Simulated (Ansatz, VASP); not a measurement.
**CO2 in VASP and in Ansatz**

Contents of INCAR:

```
ALGO     = Normal         # electronic algorithm
EDIFF    = 1E-8           # SCF threshold, eV
ENCUT    = 520            # plane-wave cutoff, eV
GGA      = PE             # functional
ISIF     = 2              # what is computed and relaxed
ISMEAR   = -1             # smearing method
IVDW     = 12             # dispersion correction
LASPH    = T              # aspherical terms in the spheres
LCHARG   = F              # write CHGCAR
LEFG     = T            
LREAL    = F              # projectors in reciprocal space
LWAVE    = F              # write WAVECAR
NBANDS   = 44             # bands
NELM     = 100            # most SCF steps
PREC     = Accurate       # precision mode
SIGMA    = 0.02           # smearing width, eV
```

The input KPOINTS:

```
k-points
0
Gamma
  5 3 5
```

File POSCAR:

```
CO2
1.0
    4.3441000000      0.0000000000      0.0000000000
    0.0000000000      6.1110000000      0.0000000000
    0.0000000000      0.0000000000      4.2850000000
C O
4 8
Direct
    0.0000000000      0.3639828552      0.2500000000
    0.5000000000      0.1360171448      0.7500000000
    0.0000000000      0.6360171448      0.7500000000
    0.5000000000      0.8639828552      0.2500000000
    0.2320200810      0.3691116720      0.3845564536
    0.2679799190      0.1308883280      0.8845564536
    0.7320200810      0.1308883280      0.6154435464
    0.7679799190      0.3691116720      0.1154435464
    0.7679799190      0.6308883280      0.6154435464
    0.7320200810      0.8691116720      0.1154435464
    0.2679799190      0.8691116720      0.3845564536
    0.2320200810      0.6308883280      0.8845564536
```

Input for Ansatz:

```yaml
crystal:
  lattice:
    - [4.3441, 0.0, 0.0]
    - [0.0, 6.111, 0.0]
    - [0.0, 0.0, 4.285]
  atoms:
    - { symbol: C, position: [0.0, 0.3639828552, 0.25] }
    - { symbol: C, position: [0.5, 0.1360171448, 0.75] }
    - { symbol: C, position: [0.0, 0.6360171448, 0.75] }
    - { symbol: C, position: [0.5, 0.8639828552, 0.25] }
    - { symbol: O, position: [0.232020081, 0.369111672, 0.3845564536] }
    - { symbol: O, position: [0.267979919, 0.130888328, 0.8845564536] }
    - { symbol: O, position: [0.732020081, 0.130888328, 0.6154435464] }
    - { symbol: O, position: [0.767979919, 0.369111672, 0.1154435464] }
    - { symbol: O, position: [0.767979919, 0.630888328, 0.6154435464] }
    - { symbol: O, position: [0.732020081, 0.869111672, 0.1154435464] }
    - { symbol: O, position: [0.267979919, 0.869111672, 0.3845564536] }
    - { symbol: O, position: [0.232020081, 0.630888328, 0.8845564536] }
kpoints:
  mp_grid: { grid: [5, 3, 5] }
scf:
  occupations: { method: fermi_dirac, width: 0.02 }
  lower_state_search: standard
hamiltonian:
  xc: pbe
  pseudopotentials: { kind: paw }
  dispersion: d3bj
output:
  forces: true
  stress: true
  populations: true
  efg: { quadrupole_moments_barn: { O: -0.02558 }, contact_densities: true }
```

The cell comes from a database or a generator and needn't be the stable form of this composition.

Alike in both runs: task electric field gradients; functional PBE; dispersion D3(BJ); k mesh 5 × 3 × 5; occupations fermi-dirac, width 0.02 eV; no spin polarisation.

|  | VASP | Ansatz |
| --- | --- | --- |
| version | VASP 6.6.1 | Ansatz 0.2.0 |
| potentials or method | VASP PAW PBE potentials, release 64 (C, O) | plane-wave PAW, scalar-relativistic |
| plane-wave cutoff (eV) | 520 | 420 |
| valence electrons in the cell | 64 | 64 |

|  | VASP | Ansatz | Ansatz less VASP |
| --- | --- | --- | --- |
| gap on the k mesh at the Fermi level (eV) | 6.98 | 6.99 | +0.017 |
| pressure (GPa) | 20.7 | 18.3 | -2.43 |
| largest component of the traceless stress (GPa) | 5.95 | 6.68 | +0.728 |
| rms of the force components (eV/Å) | 0.325 | 0.010 | -0.3149 |
| dispersion energy (meV/atom) | -114.1 | -114.1 | -0.02 |
| Vzz of the field gradient on the site that differs most (V/Å²) | -51.0 | -29.9 | +21.10 |

Atom by atom the forces differ by 0.317 eV/Å (rms over components).

Caveats: the standard files for N, O and F lose accuracy on very short bonds; so large a pressure means that the cell lies far from this level's equilibrium, or that cutoff or potentials fall short (VASP); an odd mesh through Γ misses points on the zone boundary, where band edges often lie. PBE gaps usually lie below the measured ones, often by a third to a half.
